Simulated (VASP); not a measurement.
Here is a VASP 6.6.1 calculation.

File INCAR:

```
PREC = Accurate
ENCUT = 520
EDIFF = 1E-6
ISMEAR = -1
SIGMA = 0.05
LREAL = F
LASPH = T
NELM = 80
ALGO = Normal
ISIF = 2
LWAVE = F
LCHARG = F
GGA = RE
NBANDS = 35
```

KPOINTS

```
Automatic mesh
0
Gamma
  7 7 7
```

File POSCAR:

```
Al2O3
1.0
    2.3802500000      1.3742379782      4.3318666667
   -2.3802500000      1.3742379782      4.3318666667
    0.0000000000     -2.7484759565      4.3318666667
Al O
4 6
Direct
    0.8521600000      0.8521600000      0.8521600000
    0.6478400000      0.6478400000      0.6478400000
    0.1478400000      0.1478400000      0.1478400000
    0.3521600000      0.3521600000      0.3521600000
    0.0566800000      0.7500000000      0.4433200000
    0.7500000000      0.4433200000      0.0566800000
    0.4433200000      0.0566800000      0.7500000000
    0.9433200000      0.2500000000      0.5566800000
    0.2500000000      0.5566800000      0.9433200000
    0.5566800000      0.9433200000      0.2500000000
```

The input KPOINTS_OPT:

```
path GLB1,BZGX,QFP1Z,LP
15
line-mode
reciprocal
 0.0000000000  0.0000000000  0.0000000000  G
 0.5000000000  0.0000000000  0.0000000000  L

 0.5000000000  0.0000000000  0.0000000000  L
 0.5000000000  0.2337604794 -0.2337604794  B1

 0.7662395206  0.5000000000  0.2337604794  B
 0.5000000000  0.5000000000  0.5000000000  Z

 0.5000000000  0.5000000000  0.5000000000  Z
 0.0000000000  0.0000000000  0.0000000000  G

 0.0000000000  0.0000000000  0.0000000000  G
 0.3668802397  0.0000000000 -0.3668802397  X

 0.6331197603  0.3668802397  0.0000000000  Q
 0.5000000000  0.5000000000  0.0000000000  F

 0.5000000000  0.5000000000  0.0000000000  F
 0.6331197603  0.6331197603  0.2337604794  P1

 0.6331197603  0.6331197603  0.2337604794  P1
 0.5000000000  0.5000000000  0.5000000000  Z

 0.5000000000  0.0000000000  0.0000000000  L
 0.7662395206  0.3668802397  0.3668802397  P
```

Potentials or basis: VASP PAW PBE potentials, release 64 (Al, O).

Command:

```console
$ cat potpaw_PBE.64/Al/POTCAR potpaw_PBE.64/O/POTCAR > POTCAR
$ mpirun -np 1 vasp_std > vasp.out
```

Question: Predict the pressure.

Answer: 10.8 GPa.

Question: Predict the band gap on the k mesh.

Answer: 6.29 eV, direct.

Levels at the corners of the path, in eV from the valence-band top:
| point | band 20 | band 21 | band 22 | band 23 | band 24 | band 25 | band 26 | band 27 | band 28 | band 29 |
| --- | --- | --- | --- | --- | --- | --- | --- | --- | --- | --- |
| Γ | -0.50 | -0.50 | -0.05 | -0.05 | 0.00 | 6.29 | 9.22 | 10.86 | 11.59 | 11.59 |
| L | -1.33 | -0.91 | -0.91 | -0.28 | -0.28 | 9.55 | 9.55 | 9.73 | 9.73 | 11.88 |
| L | -1.33 | -0.91 | -0.91 | -0.28 | -0.28 | 9.55 | 9.55 | 9.73 | 9.73 | 11.88 |
| B1 | -1.19 | -0.85 | -0.85 | -0.51 | -0.51 | 9.79 | 9.79 | 10.22 | 10.22 | 10.68 |
| B | -1.19 | -0.85 | -0.85 | -0.51 | -0.51 | 9.79 | 9.79 | 10.22 | 10.22 | 10.68 |
| Z | -2.00 | -0.38 | -0.38 | -0.38 | -0.38 | 8.75 | 8.75 | 11.21 | 11.21 | 12.60 |
| Z | -2.00 | -0.38 | -0.38 | -0.38 | -0.38 | 8.75 | 8.75 | 11.21 | 11.21 | 12.60 |
| Γ | -0.50 | -0.50 | -0.05 | -0.05 | 0.00 | 6.29 | 9.22 | 10.86 | 11.59 | 11.59 |
| Γ | -0.50 | -0.50 | -0.05 | -0.05 | 0.00 | 6.29 | 9.22 | 10.86 | 11.59 | 11.59 |
| X | -1.11 | -0.89 | -0.85 | -0.56 | -0.29 | 9.58 | 9.63 | 9.84 | 10.30 | 10.81 |
| Q | -1.11 | -0.89 | -0.85 | -0.56 | -0.29 | 9.58 | 9.63 | 9.84 | 10.30 | 10.81 |
| F | -1.30 | -1.03 | -0.92 | -0.74 | -0.26 | 9.73 | 9.80 | 10.03 | 10.47 | 11.25 |
| F | -1.30 | -1.03 | -0.92 | -0.74 | -0.26 | 9.73 | 9.80 | 10.03 | 10.47 | 11.25 |
| P1 | -1.07 | -1.04 | -0.86 | -0.75 | -0.47 | 9.82 | 10.03 | 10.30 | 10.45 | 10.46 |
| P1 | -1.07 | -1.04 | -0.86 | -0.75 | -0.47 | 9.82 | 10.03 | 10.30 | 10.45 | 10.46 |
| Z | -2.00 | -0.38 | -0.38 | -0.38 | -0.38 | 8.75 | 8.75 | 11.21 | 11.21 | 12.60 |
| L | -1.33 | -0.91 | -0.91 | -0.28 | -0.28 | 9.55 | 9.55 | 9.73 | 9.73 | 11.88 |
| P | -1.07 | -1.04 | -0.86 | -0.75 | -0.47 | 9.82 | 10.03 | 10.30 | 10.45 | 10.46 |

Caveat: the PAW data sets were made with another functional, which shifts forces and pressure a little.

**Experimental background.**

From “Multi-petahertz electron interference in Cr:Al2O3 solid-state material”, 2018, pmc:5906618, for a bulk crystal of Al2O3: band gap 8.7 eV (optical).

Against the measured gap of Al2O3, 8.7 eV (optical; quoted in “Multi-petahertz electron interference in Cr:Al2O3 solid-state material”, 2018, pmc:5906618), the calculated 6.29 eV is off by -2.41 eV. The value is that of revPBE, without temperature or zero-point motion. Semilocal functionals fall short of measured gaps as a rule.
